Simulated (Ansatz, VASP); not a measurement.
**Al in VASP and in Ansatz**

```
CELL_PARAMETERS angstrom
0.00000 2.05434 1.99362
2.05434 0.00000 1.99362
2.05434 2.05434 0.00000
ATOMIC_POSITIONS crystal
Al 0.00000 0.00000 0.00000
```

Change from the starting cell: strain +0.015 along x and y, -0.015 along z, atoms carried along.

Alike in both runs: task single point; functional PBEsol; k mesh 20 × 20 × 20; occupations gaussian, width 0.15 eV; no spin polarisation.

|  | VASP | Ansatz |
| --- | --- | --- |
| version | VASP 6.6.1 | Ansatz 0.2.0 |
| potentials or method | VASP PAW PBE potentials, release 64 (Al) | scalar-relativistic, plane waves, PAW |
| plane-wave cutoff (eV) | 520 | 420 |
| valence electrons in the cell | 3 | 3 |

VASP gave:

- gap on the k mesh at the Fermi level (eV): none
- pressure (GPa): -2.8
- largest component of the traceless stress (GPa): 0.53

Q: Estimate Ansatz's values.

A: gap on the k mesh at the Fermi level (eV): none; pressure (GPa): -2.9; largest component of the traceless stress (GPa): 0.53.

A gap of «none» marks a metal or a gap that the smearing closes.

Caveats: the PAW data sets were made with another functional, which shifts forces and pressure a little (VASP).
